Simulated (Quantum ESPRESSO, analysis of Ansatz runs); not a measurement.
# A hop of O in HfO2 (P2_1/c), charge 0 (Quantum ESPRESSO)

Wanted: path and barrier of a jump of O in HfO2 (P2_1/c) at charge 0. The case: V_O hop (2.8 Å), in a cell of 48 host atoms with 1 O taken out.

Method: Quantum ESPRESSO plane-wave DFT, PBEsol, GBRV 1.5 PBEsol potentials; nudged elastic band between two relaxed defect structures, in Quantum ESPRESSO 7.5.

## Step 1: Set-up

The cell holds 47 atoms: 16 Hf and 31 O. Its edges and angles: a = 9.411 Å, b = 8.427 Å, c = 9.411 Å, α = 110.9°, β = 113.5°, γ = 108.4°. It derives from HfO2 (space group P2_1/c). Nearest the centre at fractional (0.582, 0.669, 0.842): O38 at 1.35 Å, Hf10 at 1.59 Å, O34 at 2.31 Å, O31 at 2.54 Å, O32 at 2.62 Å, Hf8 at 2.63 Å, Hf4 at 2.64 Å, Hf16 at 2.64 Å.

The cell's shortest repeat is 8.4 Å.

## Step 2: Relaxation of the start point, charge 0

The ends come first: from an unrelaxed start the top is counted from too high an energy, and the barrier comes out too low. Small random displacements break the symmetry of the ideal sites, so that the defect can distort if it gains by it.

File pw.in:

```
&CONTROL
  calculation = 'relax'
  prefix = 'pwscf'
  outdir = './tmp'
  pseudo_dir = './pseudo'
  tprnfor = .true.
  disk_io = 'low'
  nstep = 70
  forc_conv_thr = 0.00078
  etot_conv_thr = 0.0001
/
&SYSTEM
  ibrav = 0
  nat = 47
  ntyp = 2
  ecutwfc = 36
  ecutrho = 288
  nbnd = 193
  occupations = 'fixed'
  nosym = .true.
/
&ELECTRONS
  conv_thr = 5d-08
  electron_maxstep = 100
  mixing_beta = 0.5
/
&IONS
  ion_dynamics = 'bfgs'
/
ATOMIC_SPECIES
Hf   178.4900 hf_pbesol_v1.uspp.F.UPF
O     15.9990 o_pbesol_v1.2.uspp.F.UPF
CELL_PARAMETERS angstrom
  -5.9416700219    5.1632183080    5.1583953540
   4.2040263251   -5.1632183080    5.1655566081
   5.9416700219    5.1632183080   -5.1583953540
ATOMIC_POSITIONS crystal
Hf     0.0828607076    0.4903100571    0.8693646180
Hf     0.0797020459    0.9883372062    0.3643934936
Hf     0.5844084282    0.4915541547    0.3702292635
Hf     0.5855223344    0.9918887040    0.8672820142
Hf     0.3719733557    0.2576241936    0.8375144900
Hf     0.3716377794    0.7577123314    0.3387688743
Hf     0.8718611603    0.2533615921    0.3365899653
Hf     0.8727530569    0.7575715318    0.8368622624
Hf     0.4142084970    0.0041939058    0.1319216287
Hf     0.4176581380    0.5052157119    0.6294133870
Hf     0.9150641302    0.0032176899    0.6290412458
Hf     0.9177882487    0.5041033094    0.1326336507
Hf     0.1258745819    0.2406378475    0.1619763487
Hf     0.1280374866    0.7419357162    0.6600494673
Hf     0.6273286955    0.2431507350    0.6584294075
Hf     0.6266551925    0.7402540091    0.1587795772
O      0.3651648285    0.2144150034    0.5958071646
O      0.3629941193    0.7129162640    0.0916029601
O      0.8640895307    0.2130004264    0.0958426337
O      0.8628575047    0.7139120091    0.5972595581
O      0.3779111018    0.0378785288    0.8961628834
O      0.3780980652    0.5327712991    0.3935088151
O      0.8795188280    0.0349580680    0.4001772336
O      0.8780389939    0.5318234312    0.8968180592
O      0.1409367707    0.2880637681    0.4053501790
O      0.1360402806    0.7868211000    0.9071814300
O      0.6404139887    0.2845271708    0.9082823544
O      0.6398293830    0.7831765220    0.4062524982
O      0.1173269763    0.4635524776    0.0991485151
O      0.1239705204    0.9647498954    0.6042347896
O      0.6214887563    0.4624654880    0.6047972759
O      0.6216108219    0.9683364028    0.1053435347
O      0.3375320021    0.2008740207    0.2057614505
O      0.3377849421    0.7012726569    0.7041840563
O      0.8410515554    0.2043357573    0.7102037846
O      0.8418132266    0.7051116709    0.2062355230
O      0.5040594990    0.0471692818    0.3830046995
O      0.4993543562    0.5457787575    0.8827297415
O      1.0000183885    0.0455963746    0.8814233496
O      1.0047259927    0.5432532119    0.3843200775
O      0.1572755528    0.2944572419    0.7900624844
O      0.1597002024    0.7926785333    0.2886661453
O      0.6597530557    0.2904402322    0.2909110184
O     -0.0022842637    0.4588639233    0.6160949207
O     -0.0025639609    0.9576501063    0.1142311242
O      0.4971831021    0.4575784687    0.1186511193
O      0.4981002126    0.9575238890    0.6141052068
K_POINTS gamma
```

Started as:

```sh
> OMP_NUM_THREADS=1 mpirun -n 4 pw.x -in pw.in > pw.out
```

What it wrote:

```text
[shortened: banners, details of potentials and solvers, and blank lines are left out]
     gamma-point specific algorithms are used
     one sub-group per band group will be used
     scalapack distributed-memory algorithm (size of sub-group:  2*  2 procs)
     bravais-lattice index     =            0
     lattice parameter (alat)  =      17.7847  a.u.
     unit-cell volume          =    3650.0307 (a.u.)^3
     number of atoms/cell      =           47
     number of atomic types    =            2
     number of electrons       =       378.00
     number of Kohn-Sham states=          193
     kinetic-energy cutoff     =      36.0000  Ry
     charge density cutoff     =     288.0000  Ry
     scf convergence threshold =      5.0E-08
     mixing beta               =       0.5000
     number of iterations used =            8  plain     mixing
     energy convergence thresh.=      1.0E-04
     force convergence thresh. =      7.8E-04
     Exchange-correlation= SLA  PW   PSX  PSC
                           (   1   4  10   8   0   0   0)
     nstep                     =           70
     crystal axes: (cart. coord. in units of alat)
               a(1) = (  -0.631338   0.548623   0.548110 )
               a(2) = (   0.446703  -0.548623   0.548871 )
               a(3) = (   0.631338   0.548623  -0.548110 )
     PseudoPot. # 1 for Hf read from file:
     hf_pbesol_v1.uspp.F.UPF
     Pseudo is Ultrasoft + core correction, Zval = 12.0
[...]
PseudoPot. # 2 for O  read from file:
     o_pbesol_v1.2.uspp.F.UPF
     Pseudo is Ultrasoft + core correction, Zval =  6.0
[...]
atomic species   valence    mass     pseudopotential
     Hf               12.00   178.49000     Hf( 1.00)
     O                 6.00    15.99900     O ( 1.00)
     No symmetry found
     site n.     atom                  positions (alat units)
         1        Hf     tau(   1) = (   0.7155729   0.2534173  -0.1619739  )
         2        Hf     tau(   2) = (   0.6212298  -0.2985835   0.3864277  )
         3        Hf     tau(   3) = (   0.0843593   0.2540582   0.3871939  )
         4        Hf     tau(   4) = (   0.6209653   0.2528689   0.3899839  )
         5        Hf     tau(   5) = (   0.4089954   0.5222142  -0.1137654  )
         6        Hf     tau(   6) = (   0.3177210  -0.0259530   0.4339024  )
         7        Hf     tau(   7) = (  -0.2247597   0.5239840   0.4324507  )
         8        Hf     tau(   8) = (   0.3157503   0.5223131   0.4354815  )
[...]
number of k points=     1
                       cart. coord. in units 2pi/alat
        k(    1) = (   0.0000000   0.0000000   0.0000000), wk =   2.0000000
     Dense  grid:   150556 G-vectors     FFT dimensions: ( 100,  90, 100)
     Smooth grid:    53237 G-vectors     FFT dimensions: (  72,  64,  72)
     Check: negative core charge=   -0.000005
     starting charge     345.9999, renormalised to     378.0000
     Self-consistent Calculation
     iteration #  1     ecut=    36.00 Ry     beta= 0.50
     total energy              =   -3540.99284269 Ry
     estimated scf accuracy    <      16.12447104 Ry
     iteration #  2     ecut=    36.00 Ry     beta= 0.50
     total energy              =   -3542.93487677 Ry
     estimated scf accuracy    <       2.22425531 Ry
     iteration #  3     ecut=    36.00 Ry     beta= 0.50
     total energy              =   -3543.25492125 Ry
     estimated scf accuracy    <       0.11168536 Ry
[...]
estimated scf accuracy    <       0.00000065 Ry
[... 156 further cycles ...]
     iteration #  5     ecut=    36.00 Ry     beta= 0.50
     total energy              =   -3543.32678688 Ry
     estimated scf accuracy    <       0.00000003 Ry
     iteration #  6     ecut=    36.00 Ry     beta= 0.50
     total energy              =   -3543.32678689 Ry
     estimated scf accuracy    <          4.3E-09 Ry
     iteration #  7     ecut=    36.00 Ry     beta= 0.50
     End of self-consistent calculation
          k = 0.0000 0.0000 0.0000 (  6643 PWs)   bands (ev):
   -49.3865 -49.3689 -49.3641 -49.3529 -49.3458 -49.3441 -49.3422 -49.3367
   -49.3335 -49.3307 -49.3293 -49.3258 -49.3229 -49.3028 -49.2326 -49.0569
   -18.5065 -18.4826 -18.4533 -18.4141 -18.4100 -18.4062 -18.3756 -18.3522
   -18.3499 -18.3422 -18.3338 -18.3287 -18.3169 -18.3062 -18.2810 -18.2519
   -18.2339 -18.2276 -18.2188 -18.2129 -18.2014 -18.1550 -18.1381 -18.1311
   -18.1107 -18.1058 -18.0952 -18.0862 -18.0625 -18.0561 -18.0364 -18.0204
   -18.0180 -18.0133 -18.0096 -17.9967 -17.9921 -17.9870 -17.9787 -17.9556
   -17.9542 -17.9352 -17.9266 -17.9071 -17.8985 -17.8871 -17.8026 -17.6782
[...]
15.4952
     highest occupied, lowest unoccupied level (ev):    13.6074   15.1544
!    total energy              =   -3543.32678689 Ry
     estimated scf accuracy    <          2.6E-10 Ry
     The total energy is the sum of the following terms:
     one-electron contribution =    -558.09476976 Ry
     hartree contribution      =     496.34361582 Ry
     xc contribution           =   -1431.50151417 Ry
     ewald contribution        =   -2050.07411878 Ry
     convergence has been achieved in   7 iterations
     Forces acting on atoms (cartesian axes, Ry/au):
     atom    1 type  1   force =    -0.00008433    0.00031464   -0.00011389
     atom    2 type  1   force =     0.00006566   -0.00020819   -0.00045175
     atom    3 type  1   force =    -0.00019828   -0.00013968   -0.00006782
     atom    4 type  1   force =    -0.00016387    0.00030739    0.00016407
     atom    5 type  1   force =    -0.00018495    0.00039845    0.00006133
     atom    6 type  1   force =     0.00023543    0.00012732    0.00018810
     atom    7 type  1   force =     0.00000973   -0.00031310    0.00007244
     atom    8 type  1   force =     0.00010909   -0.00024277    0.00034678
[...]
Total force =     0.003844     Total SCF correction =     0.000069
     Energy error            =      3.4E-05 Ry
     Gradient error          =      1.0E-03 Ry/Bohr
     number of scf cycles    =  21
     number of bfgs steps    =  20
     energy             old  =   -3543.3267532205 Ry
     energy             new  =   -3543.3267868880 Ry
     CASE: energy            _new < energy            _old
     new trust radius        =       0.0074929392 bohr
     new conv_thr            =       0.0000000005 Ry
ATOMIC_POSITIONS (crystal)
Hf               0.0825463931        0.4930905442        0.8670150856
Hf               0.0830582236        0.9911260725        0.3670501872
Hf               0.5817460843        0.4936580721        0.3670941368
Hf               0.5847081712        0.9906454746        0.8675683500
Hf               0.3749624057        0.2557385593        0.8398102938
Hf               0.3748096145        0.7562023622        0.3389696393
Hf               0.8749428762        0.2575040692        0.3403871754
Hf               0.8678175154        0.7552055333        0.8378613827
[...]
Check: negative core charge=   -0.000004
     Self-consistent Calculation
     iteration #  1     ecut=    36.00 Ry     beta= 0.50
     total energy              =   -3543.32680450 Ry
     estimated scf accuracy    <       0.00002704 Ry
     iteration #  2     ecut=    36.00 Ry     beta= 0.50
     total energy              =   -3543.32680806 Ry
     estimated scf accuracy    <       0.00000561 Ry
     iteration #  3     ecut=    36.00 Ry     beta= 0.50
     total energy              =   -3543.32680921 Ry
     estimated scf accuracy    <       0.00000097 Ry
[...]
estimated scf accuracy    <       0.00000008 Ry
     iteration #  5     ecut=    36.00 Ry     beta= 0.50
     total energy              =   -3543.32680938 Ry
     estimated scf accuracy    <       0.00000002 Ry
     iteration #  6     ecut=    36.00 Ry     beta= 0.50
     total energy              =   -3543.32680938 Ry
     estimated scf accuracy    <          2.5E-09 Ry
     iteration #  7     ecut=    36.00 Ry     beta= 0.50
     End of self-consistent calculation
          k = 0.0000 0.0000 0.0000 (  6643 PWs)   bands (ev):
   -49.3855 -49.3685 -49.3633 -49.3536 -49.3467 -49.3432 -49.3420 -49.3358
   -49.3328 -49.3297 -49.3288 -49.3254 -49.3229 -49.3037 -49.2334 -49.0582
   -18.5063 -18.4823 -18.4531 -18.4139 -18.4099 -18.4061 -18.3755 -18.3519
   -18.3496 -18.3420 -18.3336 -18.3284 -18.3168 -18.3061 -18.2809 -18.2517
   -18.2337 -18.2274 -18.2186 -18.2127 -18.2011 -18.1550 -18.1375 -18.1311
   -18.1101 -18.1057 -18.0949 -18.0861 -18.0622 -18.0561 -18.0362 -18.0201
   -18.0178 -18.0129 -18.0093 -17.9968 -17.9918 -17.9869 -17.9789 -17.9555
   -17.9540 -17.9351 -17.9268 -17.9074 -17.8988 -17.8878 -17.8035 -17.6791
[...]
15.4961
     highest occupied, lowest unoccupied level (ev):    13.6063   15.1533
!    total energy              =   -3543.32680938 Ry
     estimated scf accuracy    <          2.0E-10 Ry
     The total energy is the sum of the following terms:
     one-electron contribution =    -558.15262417 Ry
     hartree contribution      =     496.37339448 Ry
     xc contribution           =   -1431.50262447 Ry
     ewald contribution        =   -2050.04495522 Ry
     convergence has been achieved in   7 iterations
     Forces acting on atoms (cartesian axes, Ry/au):
     atom    1 type  1   force =     0.00012752    0.00004902   -0.00004665
     atom    2 type  1   force =     0.00031290    0.00011135   -0.00033159
     atom    3 type  1   force =    -0.00030410    0.00018397   -0.00005443
     atom    4 type  1   force =    -0.00026844    0.00010976   -0.00001536
     atom    5 type  1   force =    -0.00036992    0.00017158    0.00008983
     atom    6 type  1   force =    -0.00006400   -0.00000931   -0.00003006
     atom    7 type  1   force =     0.00000855    0.00000403   -0.00005376
     atom    8 type  1   force =     0.00001940   -0.00016021    0.00043813
[...]
Total force =     0.003116     Total SCF correction =     0.000044
     Energy error            =      2.2E-05 Ry
     Gradient error          =      7.0E-04 Ry/Bohr
     bfgs converged in  22 scf cycles and  21 bfgs steps
     (criteria: energy <  1.0E-04 Ry, force <  7.8E-04 Ry/Bohr)
     End of BFGS Geometry Optimization
     Final energy             =   -3543.3268093789 Ry
Begin final coordinates
ATOMIC_POSITIONS (crystal)
Hf               0.0825463931        0.4930905442        0.8670150856
Hf               0.0830582236        0.9911260725        0.3670501872
Hf               0.5817460843        0.4936580721        0.3670941368
Hf               0.5847081712        0.9906454746        0.8675683500
Hf               0.3749624057        0.2557385593        0.8398102938
Hf               0.3748096145        0.7562023622        0.3389696393
Hf               0.8749428762        0.2575040692        0.3403871754
Hf               0.8678175154        0.7552055333        0.8378613827
[...]
End final coordinates
   JOB DONE.
```

It took 7.4 min on 4 MPI ranks of Arm Neoverse V1, shared host; peak memory 1.4 GiB.

The steps of the relaxation:

```csv
step,energy less that of the first step (eV)
0,0.0000
1,-0.2501
2,-0.3689
3,-0.3927
4,-0.4100
5,-0.4244
6,-0.4331
7,-0.4420
8,-0.4522
9,-0.4600
10,-0.4688
11,-0.4776
12,-0.4835
13,-0.4889
14,-0.4929
15,-0.4963
16,-0.4986
17,-0.5001
18,-0.5010
19,-0.5017
20,-0.5022
21,-0.5025
```

The atoms that moved most (Å):

```csv
atom,dx,dy,dz,length
O39,0.090,-0.115,-0.151,0.210
O35,-0.078,-0.137,0.100,0.187
O47,-0.081,0.142,0.052,0.172
O44,-0.088,0.122,0.067,0.165
O41,0.055,0.136,-0.075,0.165
O46,-0.094,0.092,0.079,0.154
O37,0.066,-0.086,-0.108,0.153
O33,-0.052,-0.106,0.086,0.146
```

Neighbours of O38 at the end:

```csv
atom,distance (Å)
Hf10,2.009
Hf16,2.050
Hf5,2.128
O17,2.524
O46,2.556
O41,2.773
O34,2.786
O36,2.827
```

Numbers from this step:

* highest filled level: 13.61 eV
* lowest empty level: 15.15 eV
* r.m.s. move of the farther half of the atoms: 0.07535 Å
* largest move from the ideal geometry of this structure, a common shift of the far atoms taken out: 0.2177 Å

The relaxation gained 0.502 eV and ended with a largest force component of 0.018 eV/Å.

[end of part 1 of 3]

[Logs are printed without paths, hosts, clocks, repeated set-up lines and the standing remarks that a program may print on its own settings, such as how far it seeks lower states.]

[Hosts, paths, dates, database ids (printed as entryN), source tags and the programs' standing remarks are cut or masked in the printed files.]
